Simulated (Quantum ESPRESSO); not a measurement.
## Co under changes of volume

One of the cells (10.688 Å³/atom); the others are scaled copies at fixed shape and fractional positions:

```
Co
1.0
     2.47056    0.00000    0.00000
    -1.23528    2.13957    0.00000
     0.00000    0.00000    8.08823
Co
4
Cartesian
  1.2353 0.7132 6.0662
  0.0000 0.0000 4.0441
  0.0000 1.4264 2.0221
  0.0000 0.0000 0.0000
```

- Program: Quantum ESPRESSO 7.5
- Functional: PBEsol
- Potentials or basis: GBRV 1.5 PBEsol
- Cutoff: 762 eV
- Density cutoff: 6095 eV
- k mesh: 12 × 12 × 4
- Occupations: fermi-dirac, width 0.05 eV
- Spin: collinear spin, ferromagnetic start
- Starting moments: [2.0, 2.0, 2.0, 2.0] μB

```csv
volume (Å³/atom),energy over the lowest point (meV/atom),pressure (GPa),moment (μB per cell)
10.047,11.76,9.7,6.50
10.261,2.28,4.1,6.61
10.475,0.00,-1.0,6.68
10.688,4.25,-5.5,6.74
10.902,14.20,-9.6,6.81
11.116,29.21,-13.2,6.86
11.330,?,?,?
```

What does the run at 11.330 Å³/atom give?

Energy over the lowest point 48.83 meV/atom; pressure -16.4 GPa; moment 6.90 μB per cell.

Worked out: A Birch-Murnaghan fit of order 3 (a polynomial in V^(-2/3)) to the other rows has its minimum at 10.44 Å³/atom with B0 = V·E''(V) = 241 GPa and B' = 4.9 at fixed shape and positions, which overstates the stiffness. It gives 48.74 meV/atom at 11.330 Å³/atom, against the run's 48.83, and -dE/dV = -16.2 GPa, against -16.4. A parabola through the other rows of the moment, of slope 0.153 μB per Å³/atom there, extrapolates to 6.90 μB, against the run's 6.90.

Energies are extrapolated to zero smearing.
